Question

The table lists eight elements, all placed in the same body-centred cubic (bcc) structure. The energy is counted from free atoms whose electrons are spread over both spins equally; the more negative it is, the stronger the binding. A positive pressure means that the crystal would expand if its cell were released.

Non-relativistic all-electron LAPW calculations with Ansatz 0.2.0, using PBE without spin polarisation, for eight elements in fixed bcc cells (Im-3m, one atom per cell, on site M). Fermi-Dirac smearing is 0.03 to 0.08 eV, and k meshes range from 14×14×14 to 19×19×19. Energies are relative to spherical, spin-unpolarised free atoms; positive pressure means compression.

```
element   Z  group  period                 cell  volume (Å³/atom)  shortest distance from M (Å)  energy less free atoms (eV/atom)  pressure (GPa)
      B   5     13       2     relaxed with PAW             6.144                          2.00                             -5.00            -0.1
      C   6     14       2     relaxed with PAW             6.640                          2.05                             -4.87            -0.1
     Al  13     13       3     relaxed with PAW             16.94                          2.80                             -3.67             0.0
     Ti  22      4       4  measured cell (COD)             17.68                          2.84                             -6.62            -2.1
     Rh  45      9       5     relaxed with PAW             14.47                          2.66                             -6.50             8.3
     Sn  50     14       5     relaxed with PAW             27.57                          3.30                             -3.85            -0.3
     Ta  73      5       6     relaxed with PAW             18.31                          2.88                             -9.95             7.0
      W  74      6       6  measured cell (COD)             16.30                          2.77                            -11.38            14.4
```

(a) Which kind of element binds most strongly here, and why? Account for tungsten, for the near tie of titanium and rhodium, and for the order among the other elements.

(b) The d bands of titanium, rhodium and tantalum are about 5.8, 6.4 and 10.1 eV wide in these calculations. Estimate the binding energy of tantalum from its band width and its number of d electrons.

(c) Why do three of the crystals push outward so strongly?

Model answer

(a) The four transition metals bind more strongly than the four elements without an open d shell; even the closest pair across the divide, rhodium and boron, differs by 1.5 eV per atom. In all eight, s and p electrons in broad bands help to hold the crystal together. The transition metals also have d electrons, which form a further set of bonds with the neighbours.

When atoms meet, their d levels spread into a band. States in its lower half are bonding: they gather electrons between the atoms and lie below the level of the free atom. States in the upper half are antibonding and lie above it. The first d electrons therefore strengthen the crystal and the last ones weaken it again, so that binding is strongest when the band is about half full.

This places tungsten and tantalum, with about five and four d electrons, near the top. Titanium has too few d electrons to fill the bonding half, while rhodium has so many that they occupy antibonding states as well. The two metals stand on opposite sides of the maximum, with bands of similar width, and reach nearly the same energy.

Filling is only half of the matter, as titanium and tantalum show. Their atoms are almost equally far apart, at 2.84 and 2.88 Å, and their d counts differ by only one. Yet the band of tantalum is about 1.7 times as wide, because 5d orbitals reach further out towards the neighbours than 3d orbitals do. Stronger overlap pushes bonding states lower, and each bonding electron gains more.

Among the elements without an open d shell, boron and carbon bind more strongly than aluminium and tin by at least 1.0 eV. Their outer electrons lie close to the nucleus, since there is no inner p shell to keep the 2p electrons away. The atoms can approach to about 2 Å, where the shared electrons feel both nuclei strongly. Carbon nevertheless gains far less here than in diamond: with eight equal neighbours it is a metal and can't form four short, directed bonds. This argument separates the two pairs, but it doesn't settle the small gaps within them.

(b) Take a band of width w in which the ten d states are spread evenly in energy, centred on the level of the free atom. With n electrons, the filled part starts at −w/2 and is wn/10 wide. An electron in it has the mean energy −w/2 + wn/20, which equals −w(10 − n)/20. Multiplying by n gives the binding energy:

binding = w n (10 − n) / 20

Tantalum has five valence electrons. If one of them is in the broad s-p band, four are left for the d band:

binding = 10.06 eV × 4 × 6 / 20 ≈ 12.1 eV per atom

The full calculation gives 9.95 eV, so the estimate is about a fifth too large. It has the right size, although it contains only a width and a count.

(c) A transition metal settles at the volume where two tendencies balance. The d bonds pull the atoms together, while the s and p electrons, which by themselves would bind best at a larger distance, are squeezed and push them apart. These calculations leave out relativity, which in a heavy atom draws the s electrons inward and lets the d electrons spread outward. Without it the push is stronger and the d bonds are weaker, so the crystal wants more room.

The cells of rhodium and tantalum were relaxed with PAW, a method that normally includes the main relativistic effects, and the cell of tungsten was measured. Tungsten's cell isn't a compressed one: it is even slightly larger than the usual cell at ordinary pressure. Relativity has thus helped to set the size of all three cells, which makes them too small for a calculation without it, and the pressure reaches 14.4 GPa in tungsten. This is the likely cause, argued from theory; runs with relativity in the same cells would test it. Titanium is under slight tension instead, which means that its measured cell is larger than the one this calculation would choose.

Remarks on the reasoning

The band formula has no adjustable constant, and the output below compares it with titanium, rhodium and tantalum. It is about 7% too low for titanium and 21% too low for rhodium, relative to the computed binding. It ignores the s and p electrons and the repulsion between ion cores. It can thus explain why titanium and rhodium are comparable, but not why they come so close or which of them is ahead. The widths themselves depend on where the edges of a band are drawn, since d states mix with s and p states: measured up to the top of the fifth valence band, they would be 5 to 7% larger.

Tungsten asks for more than the filling factor offers. Going from four to five d electrons raises n(10 − n) by only 4%, whereas the binding rises by 14%. Its d band is probably wider as well, since its atoms are closer together, at 2.77 Å against 2.88 Å in tantalum; the width for tungsten isn't among the outputs, so this can't be checked here. The shape of the real band may also help. In bcc transition metals the d states aren't spread evenly but are gathered in two groups with a dip between them, and tungsten has about enough electrons to fill the lower group.

The choice of free atom matters as soon as the energies are used in practice. Real atoms lower their energy by aligning the spins of unpaired electrons, and this gain is lost when the crystal forms. Tungsten has four such electrons and tantalum three, so tungsten's lead would shrink if real atoms were the reference. The column shows the effect of band filling clearly for the very reason that it leaves this atomic effect out, but it overstates the heat needed to evaporate a metal. Leaving out relativity also shifts the energies of the heavy metals, by an amount that this table doesn't show.

The same point limits the close pairs. Boron and carbon differ by 0.13 eV, aluminium and tin by 0.18 eV. Boron and aluminium atoms have one unpaired electron, carbon and tin atoms two, so carbon and tin would lose more binding if real atoms were the reference. That would widen boron's lead over carbon and could reverse the order of tin and aluminium. The gap of 0.12 eV between titanium and rhodium depends on the choice of atom as well. A good answer therefore doesn't read these small gaps as differences in the heat of evaporation.

In part (c) it is tempting to blame a heavy nucleus alone. Tin is heavier than rhodium, yet its pressure is close to zero, and rhodium has a higher pressure than the much heavier tantalum. In this table a large outward pressure appears only where a heavy nucleus and an open d shell occur together. Stiffness matters too: the same misfit in size gives a higher pressure in a stiffer crystal, so the pressures don't rank the elements by the strength of relativity.

The analysis program printed:

```
Binding and counts:
  row  binding in eV per atom  assumed d electrons  n(10-n)  unpaired electrons of real atom
    B                       5                    0        0                                1
    C                    4.87                    0        0                                2
   Al                    3.67                    0        0                                1
   Ti                    6.62                    3       21                                2
   Rh                     6.5                    8       16                                3
   Sn                    3.85                    0        0                                2
   Ta                    9.95                    4       24                                3
    W                   11.38                    5       25                                4
Weakest d metal less strongest s-p element, binding in eV per atom: 1.5
W less Ta, binding in eV per atom: 1.43
W above Ta, binding in percent: 14.37
W above Ta, filling factor n(10-n) in percent: 4.167
Ti less Rh, binding in eV per atom: 0.12
B less C, binding in eV per atom: 0.13
Sn less Al, binding in eV per atom: 0.18
B less Al, binding in eV per atom: 1.33
C less Sn, binding in eV per atom: 1.02
Ti d-band width in eV: 5.845
Rh d-band width in eV: 6.445
Ta d-band width in eV: 10.06
Ti flat-band estimate of binding in eV per atom: 6.138
Rh flat-band estimate of binding in eV per atom: 5.156
Ta flat-band estimate of binding in eV per atom: 12.08
Ti estimate less computed binding in eV per atom: -0.4824
Rh estimate less computed binding in eV per atom: -1.344
Ta estimate less computed binding in eV per atom: 2.126
Largest size of pressure among s-p elements in GPa: 0.3
W pressure over Ta pressure: 2.057
```
